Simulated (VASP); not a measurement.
# OH2 in VASP: notebook

The runs below take OH2 through relaxation of the atoms, vibrations by finite differences, single point, with PBE+D3(BJ), PBE.

Program: VASP 6.6.1. These are calculated values, not measurements. Logs are shortened: lines on timing, memory, paths and dates and some standing lists are left out, and cuts for length are marked.

## Step 1: Starting point

The cell holds a molecule in a box, 3 atoms: a = 12.015 Å, b = 12.515 Å, c = 13.015 Å, α = 90.00°, β = 90.00°, γ = 90.00°.

## Step 2: Relaxation of the atoms, PBE+D3(BJ)

Contents of INCAR:

```
PREC = Accurate
ENCUT = 400
EDIFF = 1E-6
ISMEAR = 0
SIGMA = 0.01
LREAL = False
LASPH = True
NELM = 100
ALGO = Normal
ISIF = 2
LWAVE = False
LCHARG = False
GGA = PE
IVDW = 12
IBRION = 2
NSW = 120
EDIFFG = -0.03
ISYM = 0
```

Contents of KPOINTS:

```
Automatic mesh
0
Gamma
  1 1 1
```

Contents of POSCAR:

```
H2O
1.0
   12.0145847441      0.0000000000      0.0000000000
    0.0000000000     12.5145847441      0.0000000000
    0.0000000000      0.0000000000     13.0145847441
O H
1 2
Selective dynamics
Direct
    0.5024678145      0.4982754152      0.5285342228  F F F
    0.4964049317      0.5673680846      0.4971237700  T T T
    0.5011272538      0.4463425152      0.4743420072  T T T
```

Potentials or basis: VASP PAW PBE potentials, release 64 (O, H).

Started as:

```bash
$ cat potpaw_PBE.64/O/POTCAR potpaw_PBE.64/H/POTCAR > POTCAR
$ mpirun -np 1 vasp_gam > vasp.out
```

OUTCAR:

```text
PREC = Accurate
   ENCUT = 400
   EDIFF = 1E-6
   ISMEAR = 0
   LREAL = False
   LASPH = True
   NELM = 100
   ISIF = 2
   GGA = PE
   IVDW = 12
   IBRION = 2
   NSW = 120
   EDIFFG = -0.03
   ISYM = 0
 IVDW          = 12

 ion  position               nearest neighbor table
   1  0.502  0.498  0.529-   2 0.96   3 0.96
   2  0.496  0.567  0.497-   1 0.96
   3  0.501  0.446  0.474-   1 0.96

IMPORTANT INFORMATION: All symmetrisations will be switched off!
NOSYMM: (Re-)initialisation of all symmetry stuff for point group C_1.

----------------------------------------------------------------------------------------

                                     Primitive cell

  volume of cell :    1956.8409

  direct lattice vectors                    reciprocal lattice vectors
    12.014584744  0.000000000  0.000000000     0.083232173  0.000000000  0.000000000
     0.000000000 12.514584744  0.000000000     0.000000000  0.079906766  0.000000000
     0.000000000  0.000000000 13.014584744     0.000000000  0.000000000  0.076836873

  length of vectors
    12.014584744 12.514584744 13.014584744     0.083232173  0.079906766  0.076836873

  position of ions in fractional coordinates (direct lattice)
     0.502467815  0.498275415  0.528534223
     0.496404932  0.567368085  0.497123770
     0.501127254  0.446342515  0.474342007

  ion indices of the primitive-cell ions
   primitive index   ion index
                 1           1
                 2           2
                 3           3

----------------------------------------------------------------------------------------

 KPOINTS: Automatic mesh

Automatic generation of k-mesh.
 Grid dimensions read from file:
 generate k-points for:    1    1    1

 Generating k-lattice:

  Cartesian coordinates                     Fractional coordinates (reciprocal lattice)
     0.083232173  0.000000000  0.000000000     1.000000000  0.000000000  0.000000000
     0.000000000  0.079906766  0.000000000     0.000000000  1.000000000  0.000000000
     0.000000000  0.000000000  0.076836873     0.000000000  0.000000000  1.000000000

  Length of vectors
     0.083232173  0.079906766  0.076836873

  Shift w.r.t. Gamma in fractional coordinates (k-lattice)
     0.000000000  0.000000000  0.000000000

 Subroutine IBZKPT returns following result:
 ===========================================

 Found      1 irreducible k-points:

 Following reciprocal coordinates:
            Coordinates               Weight
  0.000000  0.000000  0.000000      1.000000
   k-points           NKPTS =      1   k-points in BZ     NKDIM =      1   number of bands    NBANDS=      8
   number of dos      NEDOS =    301   number of ions     NIONS =      3
   total plane-waves  NPLWV = 604800
   dimension x,y,z NGX =    80 NGY =   84 NGZ =   90
   dimension x,y,z NGXF=   160 NGYF=  168 NGZF=  180
   ions per type =               1   2
   NGX,Y,Z   is equivalent  to a cutoff of  11.07, 11.16, 11.50 a.u.
   NGXF,Y,Z  is equivalent  to a cutoff of  22.14, 22.32, 22.99 a.u.
 SYSTEM =  unknown system
   PREC   = accura    normal or accurate (medium, high low for compatibility)
   ISTART =      0    job   : 0-new  1-cont  2-samecut
   ICHARG =      2    charge: 1-file 2-atom 10-const
   ISPIN  =      1    spin polarized calculation?
   LNONCOLLINEAR =      F non collinear calculations
   LSORBIT =      F    spin-orbit coupling
   LASPH  =      T    aspherical Exc in radial PAW
   ENCUT  =  400.0 eV  29.40 Ry    5.42 a.u.  19.59 20.41 21.22*2*pi/ulx,y,z
   NELM   =    100;   NELMIN=  2; NELMDL= -5     # of ELM steps
   EDIFF  = 0.1E-05   stopping-criterion for ELM
   LREAL  =      F    real-space projection
   EDIFFG = -.3E-01   stopping-criterion for IOM
   NSW    =    120    number of steps for IOM
   IBRION =      2    ionic relax: 0-MD 1-quasi-New 2-CG
   NFREE  =      1    steps in history (QN), initial steepest desc. (CG)
   ISIF   =      2    stress and relaxation
   ISYM   =      0    0-nonsym 1-usesym 2-fastsym
   POTIM  = 0.5000    time-step for ionic-motion
   TEBEG  =    0.0;   TEEND  =   0.0 temperature during run
   PSTRESS=    0.0 pullay stress
   NELECT =       8.0000    total number of electrons
   NUPDOWN=      -1.0000    fix difference up-down
   EMIN   =  10.00;   EMAX   =-10.00  energy-range for DOS
   EFERMI =   0.00;   METHOD = LEGACY
   ISMEAR =     0;   SIGMA  =   0.01  broadening in eV -4-tet -1-fermi 0-gaus
   EFERMI_NEDOS =   21; number of points for ismear=-14 and -15
   IALGO  =     38    algorithm
   IMIX   =      4    mixing-type and parameters
     AMIX     =   0.40;   BMIX     =  1.00
     AMIX_MAG =   1.60;   BMIX_MAG =  1.00
  volume/ion in A,a.u.               =     652.28      4401.80
  Fermi-wavevector in a.u.,A,eV,Ry     =   0.261770  0.494673  0.932318  0.068523
  Thomas-Fermi vector in A             =   1.090972
   LORBIT       =      0    0 simple, 1 ext, 2 COOP (PROOUT), +10 PAW based schemes
   GGA     = PE    functional components
   LHFCALC =     F    Hartree Fock is set to
   AEXX    =    0.0000 exact exchange contribution
   IVDW    =    12    specifies the selected vdW correction
   LEPSILON=     F    determine dielectric tensor
   LRPA    =     F    only Hartree local field effects (RPA)
 conjugate gradient relaxation of ions
 non-spin polarized calculation
 Gauss-broadening in eV      SIGMA  =   0.01
  energy-cutoff  :      400.00
  volume of cell :     1956.84
 maximum number of plane-waves:     17783
 NGX is ok and might be reduce to    80
   NGX = 39   NGY = 41   NGZ = 43

--------------------------------------- Ionic step        1  -------------------------------------------

 number of electron       8.0000004 magnetization

 Free energy of the ion-electron system (eV)
  ---------------------------------------------------
  ext. energy  EPLUGINS =         0.00000000
  ---------------------------------------------------
  free energy    TOTEN  =       -14.22180125 eV

  energy without entropy =      -14.22180125  energy(sigma->0) =      -14.22180125

------------------------ aborting loop because EDIFF is reached ----------------------------------------

 Edisp (eV)   -0.00981

 E8    (eV) :    -0.0023
[... 155 lines left out ...]
--------------------------------------- Ionic step        5  -------------------------------------------

 number of electron       8.0000007 magnetization

 Free energy of the ion-electron system (eV)
  ---------------------------------------------------
  ext. energy  EPLUGINS =         0.00000000
  ---------------------------------------------------
  free energy    TOTEN  =       -14.23322461 eV

  energy without entropy =      -14.23322461  energy(sigma->0) =      -14.23322461

 E-fermi :  -7.1068     XC(G=0):  -0.3101

 val. band max:       -7.1716569879   @ k =   0.0000   0.0000   0.0000
 cond. band min:      -0.9638950965   @ k =   0.0000   0.0000   0.0000
 fundamental gap:      6.2077618914
 Fermi energy:        -7.1067532925

 k-point     1 :       0.0000    0.0000    0.0000
  band No.  band energies     occupation
      1     -25.2445      2.00000
      2     -13.0375      2.00000
      3      -9.2278      2.00000
      4      -7.1717      2.00000
      5      -0.9639      0.00000
      6       0.2052      0.00000
      7       0.4764      0.00000
      8       0.7067      0.00000
[... 32 lines left out ...]
  FREE ENERGIE OF THE ION-ELECTRON SYSTEM (eV)
  ---------------------------------------------------
  free  energy   TOTEN  =       -14.2430366044 eV

  energy  without entropy=      -14.2430366044  energy(sigma->0) =      -14.24303660

 reached required accuracy - stopping structural energy minimisation
```

OSZICAR:

```text
N       E                     dE             d eps       ncg     rms          rms(c)
DAV:   1     0.795579480945E+02    0.79558E+02   -0.15883E+03    24   0.379E+02
DAV:   2     0.218440135798E+02   -0.57714E+02   -0.57714E+02    32   0.620E+01
DAV:   3    -0.130899353872E+02   -0.34934E+02   -0.34934E+02    24   0.769E+01
[... 70 lines left out ...]
DAV:   8    -0.142332133951E+02   -0.65691E-05   -0.40143E-07    24   0.336E-03    0.322E-04
DAV:   9    -0.142332201156E+02   -0.67205E-05   -0.32050E-07    16   0.271E-03    0.362E-04
DAV:  10    -0.142332225139E+02   -0.23982E-05   -0.82816E-08    24   0.157E-03    0.133E-04
DAV:  11    -0.142332241486E+02   -0.16347E-05   -0.36714E-08    24   0.104E-03    0.804E-05
DAV:  12    -0.142332246097E+02   -0.46111E-06   -0.51143E-09    32   0.413E-04
   5 F= -.14243037E+02 E0= -.14243037E+02  d E =-.334818E-02
```

CONTCAR:

```text
H2O
   1.00000000000000
    12.0145847441000004    0.0000000000000000    0.0000000000000000
     0.0000000000000000   12.5145847441000004    0.0000000000000000
     0.0000000000000000    0.0000000000000000   13.0145847441000004
  O               H
     1     2
Selective dynamics
Direct
     0.5024678145000010    0.4982754151999984    0.5285342227999976   F   F   F
     0.4962411910127437    0.5675178108588655    0.4950717666901197   T   T   T
     0.5009411419766640    0.4469963100349058    0.4723833046146962   T   T   T

  0.00000000E+00  0.00000000E+00  0.00000000E+00
  0.00000000E+00  0.00000000E+00  0.00000000E+00
  0.00000000E+00  0.00000000E+00  0.00000000E+00
```

Wall time 3 min (1 thread of Intel Xeon Platinum 8559C (Emerald Rapids), shared host); peak memory 1.2 GiB.

What came out:

```
Free energy                     : -14.2430 eV
Energy gained by relaxing       : 3.8 meV/atom
Ionic steps                     : 5
Gap between the frontier levels : 6.21 eV
Dispersion energy per atom      : -0.003 eV
```

The path:
| step | energy change (eV) | largest force (eV/Å) | pressure (GPa) |
| --- | --- | --- | --- |
| 1 | 0.0000 | 0.9613 | -0.03 |
| 2 | 0.0036 | 0.7852 | -0.11 |
| 3 | -0.0081 | 0.2191 | -0.07 |
| 4 | -0.0102 | 0.1315 | -0.07 |
| 5 | -0.0114 | 0.0127 | -0.07 |

Final structure:
```xyz
3
Lattice="12.0146 0.0000 0.0000 0.0000 12.5146 0.0000 0.0000 0.0000 13.0146" Properties=species:S:1:pos:R:3 pbc="T T T"
O     6.0369    6.2357    6.8787
H     5.9621    7.1022    6.4432
H     6.0186    5.5940    6.1479
```

Caveat: the cutoff is under 1.25 times the usual one of these potentials, so pressure, stress and relaxed cells hold a basis-set (Pulay) error. As with any semilocal functional, this PBE gap is likely too small.

## Step 3: Vibrations by finite differences, PBE+D3(BJ)

Contents of INCAR:

```
PREC = Accurate
ENCUT = 400
EDIFF = 1E-7
ISMEAR = 0
SIGMA = 0.01
LREAL = False
LASPH = True
NELM = 100
ALGO = Normal
ISIF = 2
LWAVE = False
LCHARG = False
GGA = PE
IVDW = 12
NBANDS = 11
IBRION = 5
NFREE = 2
POTIM = 0.015
NSW = 1
ISYM = 0
```

KPOINTS is that of step 2.

Contents of POSCAR:

```
H2O                                     
1.0
   12.0145847441      0.0000000000      0.0000000000
    0.0000000000     12.5145847441      0.0000000000
    0.0000000000      0.0000000000     13.0145847441
  O               H             
     1     2
Selective dynamics
Direct
0.5024678145000010  0.4982754151999984  0.5285342227999976  T T T
0.4962411910127437  0.5675178108588655  0.4950717666901197  T T T
0.5009411419766640  0.4469963100349058  0.4723833046146962  T T T
```

Potentials or basis: VASP PAW PBE potentials, release 64 (O, H).

Started as:

```bash
$ cat potpaw_PBE.64/O/POTCAR potpaw_PBE.64/H/POTCAR > POTCAR
$ mpirun -np 1 vasp_gam > vasp.out
```

Run time: 16 min. Hardware: 1 thread of Intel Xeon Platinum 8559C (Emerald Rapids), shared host; peak memory 1.2 GiB.

Results (log left out):

```
Highest phonon frequency at Γ, LO-TO splitting left out : 3822 cm⁻¹
Most unstable mode                                      : 30i cm⁻¹
Dispersion energy per atom                              : -0.003 eV
```

Phonon frequencies in cm⁻¹ (negative: imaginary):
| q point | frequencies |
| --- | --- |
| (0.000, 0.000, 0.000) | -30 -14 -1 5 57 80 1583 3708 3822 |

Caveat: the cutoff is under 1.25 times the usual one of these potentials, so pressure, stress and relaxed cells hold a basis-set (Pulay) error; some modes are imaginary.

## Step 4: Single point, PBE

Contents of INCAR:

```
PREC = Accurate
ENCUT = 400
EDIFF = 1E-6
ISMEAR = 0
SIGMA = 0.01
LREAL = False
LASPH = True
NELM = 100
ALGO = Normal
ISIF = 2
LWAVE = False
LCHARG = False
GGA = PE
NBANDS = 11
ISYM = 0
```

KPOINTS is that of step 3.

Contents of POSCAR:

```
H2O                                     
1.0
   12.0145847441      0.0000000000      0.0000000000
    0.0000000000     12.5145847441      0.0000000000
    0.0000000000      0.0000000000     13.0145847441
  O               H             
     1     2
Selective dynamics
Direct
     0.5024678145000010    0.4982754151999984    0.5285342227999976   F   F   F
     0.4962411910127437    0.5675178108588655    0.4950717666901197   T   T   T
     0.5009411419766640    0.4469963100349058    0.4723833046146962   T   T   T
```

Potentials or basis: VASP PAW PBE potentials, release 64 (O, H).

Started as:

```bash
$ cat potpaw_PBE.64/O/POTCAR potpaw_PBE.64/H/POTCAR > POTCAR
$ mpirun -np 1 vasp_gam > vasp.out
```

OUTCAR:

```text
PREC = Accurate
   ENCUT = 400
   EDIFF = 1E-6
   ISMEAR = 0
   LREAL = False
   LASPH = True
   NELM = 100
   ISIF = 2
   GGA = PE
   ISYM = 0

 ion  position               nearest neighbor table
   1  0.502  0.498  0.529-   2 0.97   3 0.97
   2  0.496  0.568  0.495-   1 0.97
   3  0.501  0.447  0.472-   1 0.97

IMPORTANT INFORMATION: All symmetrisations will be switched off!
NOSYMM: (Re-)initialisation of all symmetry stuff for point group C_1.

----------------------------------------------------------------------------------------

                                     Primitive cell

  volume of cell :    1956.8409

  direct lattice vectors                    reciprocal lattice vectors
    12.014584744  0.000000000  0.000000000     0.083232173  0.000000000  0.000000000
     0.000000000 12.514584744  0.000000000     0.000000000  0.079906766  0.000000000
     0.000000000  0.000000000 13.014584744     0.000000000  0.000000000  0.076836873

  length of vectors
    12.014584744 12.514584744 13.014584744     0.083232173  0.079906766  0.076836873

  position of ions in fractional coordinates (direct lattice)
     0.502467815  0.498275415  0.528534223
     0.496241191  0.567517811  0.495071767
     0.500941142  0.446996310  0.472383305

  ion indices of the primitive-cell ions
   primitive index   ion index
                 1           1
                 2           2
                 3           3

----------------------------------------------------------------------------------------

 KPOINTS: Automatic mesh

Automatic generation of k-mesh.
 Grid dimensions read from file:
 generate k-points for:    1    1    1

 Generating k-lattice:

  Cartesian coordinates                     Fractional coordinates (reciprocal lattice)
[... 52 lines left out ...]
   EFERMI_NEDOS =   21; number of points for ismear=-14 and -15
   IALGO  =     38    algorithm
   IMIX   =      4    mixing-type and parameters
     AMIX     =   0.40;   BMIX     =  1.00
     AMIX_MAG =   1.60;   BMIX_MAG =  1.00
  volume/ion in A,a.u.               =     652.28      4401.80
  Fermi-wavevector in a.u.,A,eV,Ry     =   0.261770  0.494673  0.932318  0.068523
  Thomas-Fermi vector in A             =   1.090972
   LORBIT       =      0    0 simple, 1 ext, 2 COOP (PROOUT), +10 PAW based schemes
   GGA     = PE    functional components
   LHFCALC =     F    Hartree Fock is set to
   AEXX    =    0.0000 exact exchange contribution
   IVDW    =     0    specifies the selected vdW correction
   LEPSILON=     F    determine dielectric tensor
   LRPA    =     F    only Hartree local field effects (RPA)
 non-spin polarized calculation
 Gauss-broadening in eV      SIGMA  =   0.01
  energy-cutoff  :      400.00
  volume of cell :     1956.84
 maximum number of plane-waves:     17783
 NGX is ok and might be reduce to    80
   NGX = 39   NGY = 41   NGZ = 43

 number of electron       8.0000007 magnetization

 Free energy of the ion-electron system (eV)
  ---------------------------------------------------
  ext. energy  EPLUGINS =         0.00000000
  ---------------------------------------------------
  free energy    TOTEN  =       -14.23322500 eV

  energy without entropy =      -14.23322500  energy(sigma->0) =      -14.23322500

 E-fermi :  -7.1253     XC(G=0):  -0.3105

 val. band max:       -7.1716598908   @ k =   0.0000   0.0000   0.0000
 cond. band min:      -0.9638367257   @ k =   0.0000   0.0000   0.0000
 fundamental gap:      6.2078231651
 Fermi energy:        -7.1252823798

 k-point     1 :       0.0000    0.0000    0.0000
  band No.  band energies     occupation
      1     -25.2445      2.00000
      2     -13.0375      2.00000
      3      -9.2278      2.00000
      4      -7.1717      2.00000
      5      -0.9638      0.00000
      6       0.2052      0.00000
      7       0.4792      0.00000
      8       0.7033      0.00000
      9       0.7900      0.00000
     10       0.8601      0.00000
     11       0.9204      0.00000

------------------------ aborting loop because EDIFF is reached ----------------------------------------

  FORCE on cell =-STRESS in cart. coord.  units (eV):
  Direction    XX          YY          ZZ          XY          YZ          ZX
  --------------------------------------------------------------------------------------
  -------------------------------------------------------------------------------------
  Total       -0.8874753     -0.7300844     -0.8126869     -0.0076537      0.0105034      0.0063696
  in kB       -0.7266267     -0.5977618     -0.6653932     -0.0062665      0.0085997      0.0052151
  external PRESSURE =      -0.6632606 kB  Pullay stress =       0.0000000 kB

 VOLUME and BASIS-vectors are now :
 -----------------------------------------------------------------------------
  energy-cutoff  :      400.00
  volume of cell :     1956.84
      direct lattice vectors                 reciprocal lattice vectors
    12.014584744  0.000000000  0.000000000     0.083232173  0.000000000  0.000000000
     0.000000000 12.514584744  0.000000000     0.000000000  0.079906766  0.000000000
     0.000000000  0.000000000 13.014584744     0.000000000  0.000000000  0.076836873

 POSITION                                       TOTAL-FORCE (eV/Angst)
 -----------------------------------------------------------------------------------
      6.03694      6.23571      6.87865        -0.000661      0.001656     -0.012690
      5.96213      7.10225      6.44315         0.000668     -0.006894      0.004688
      6.01860      5.59397      6.14787        -0.000007      0.005237      0.008001
 -----------------------------------------------------------------------------------
    total drift:                                0.000929     -0.000701     -0.000033

  FREE ENERGIE OF THE ION-ELECTRON SYSTEM (eV)
  ---------------------------------------------------
  free  energy   TOTEN  =       -14.2332250043 eV

  energy  without entropy=      -14.2332250043  energy(sigma->0) =      -14.23322500
```

stdout:

```text
POSCAR found type information on POSCAR O H
 POSCAR found :  2 types and       3 ions
 scaLAPACK will be used
 LDA part: xc-table for (Slater+PW92), standard interpolation
 POSCAR, INCAR and KPOINTS ok, starting setup
 FFT: planning ... GRIDC
 FFT: planning ... GRID_SOFT
 FFT: planning ... GRID
 WAVECAR not read
 entering main loop
```

It took 72 s on 1 thread of Intel Xeon Platinum 8559C (Emerald Rapids), shared host; peak memory 0.96 GiB.

Results:

| Property | Result |
| --- | --- |
| Free energy | -14.2332 eV |
| Largest force | 0.013 eV/Å |
| Gap between the frontier levels | 6.21 eV |

Forces in eV/Å, atoms in the order of the input:
```
O   -0.001  0.002 -0.013
H    0.001 -0.007  0.005
H    0.000  0.005  0.008
```

Caveat: the cutoff is under 1.25 times the usual one of these potentials, so pressure, stress and relaxed cells hold a basis-set (Pulay) error.

## Step 5: The runs side by side

| task | level | cell | atoms held fixed (from 0) | gap on the mesh (eV) |
| --- | --- | --- | --- | --- |
| relaxation of the atoms | PBE+D3(BJ) | atoms relaxed | [0] | 6.21 |
| vibrations by finite differences | PBE+D3(BJ) | as given | - | - |
| single point | PBE | as given | - | 6.21 |

Alike in all rows: potentials or basis VASP PAW PBE potentials, release 64 (O, H); no spin polarisation; k mesh 1 × 1 × 1; cutoff (eV) 400; smearing gaussian 0.01 eV.

Caveats: the cutoff is under 1.25 times the usual one of these potentials, so pressure, stress and relaxed cells hold a basis-set (Pulay) error; some modes are imaginary (some runs).

Absolute energies hang on the potentials; compare differences alone.
